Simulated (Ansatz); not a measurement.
**Property card for InSe**

Level of theory: DFT PBEsol+D3(BJ), scalar-relativistic, plane waves, PAW in Ansatz 0.2.0.

Settings: cutoff 420 eV, Γ-centred mesh 10×10×10 on the computed 4-atom cell, Gaussian smearing of 0.02 eV; no spin polarisation.

The structure is relaxed at this level of theory with its symmetry kept. This form isn't the usual stable structure of the compound.

```xyz
4
Lattice="5.9167 -2.0443 0.0649 5.9167 2.0443 0.0649 -1.5652 0.0000 3.9276" Properties=species:S:1:pos:R:3 pbc="T T T"
In   10.4547    0.0000    0.0727
In   -0.1864    0.0000    3.9847
Se    6.6892    0.0000    2.5301
Se    3.5790    0.0000    1.5274
```

```
Space group                                                                                                                                                                                                                         : C2/m (No. 12)
Volume per atom                                                                                                                                                                                                                     : 23.86 Å³
Kohn–Sham band gap                                                                                                                                                                                                                  : 0.05 eV, indirect from (0.241, 0.241, -0.378) to (0.380, 0.380, 0.005)
Löwdin character of the top 1 eV of the valence band                                                                                                                                                                                : Se 4p 68 %, In 5p 18 %, In 5s 10 %
Löwdin character of the lowest 1 eV of the conduction band                                                                                                                                                                          : In 5s 45 %, Se 4p 31 %, In 5p 15 %
Electron masses at the edge by Cartesian direction of the computed cell, whose vectors are (5.917, -2.044, 0.065), (5.917, 2.044, 0.065), (-1.565, 0.000, 3.928) Å (m_e; degenerate bands sorted by energy; no spin-orbit coupling) : x: 0.078; y: 0.29; z: 0.21
Hole masses at the edge by Cartesian direction of the computed cell, whose vectors are (5.917, -2.044, 0.065), (5.917, 2.044, 0.065), (-1.565, 0.000, 3.928) Å (m_e; degenerate bands sorted by energy; no spin-orbit coupling)     : x: 0.25; y: 0.15; z: 0.16
Bader charges (e)                                                                                                                                                                                                                   : In (2 in the cell) 0.75, Se (2 in the cell) -0.75
```

Cost: 3 runs of about 7.2 core-minutes in all, on AMD EPYC 7R43 (Zen 3) (shared hosts).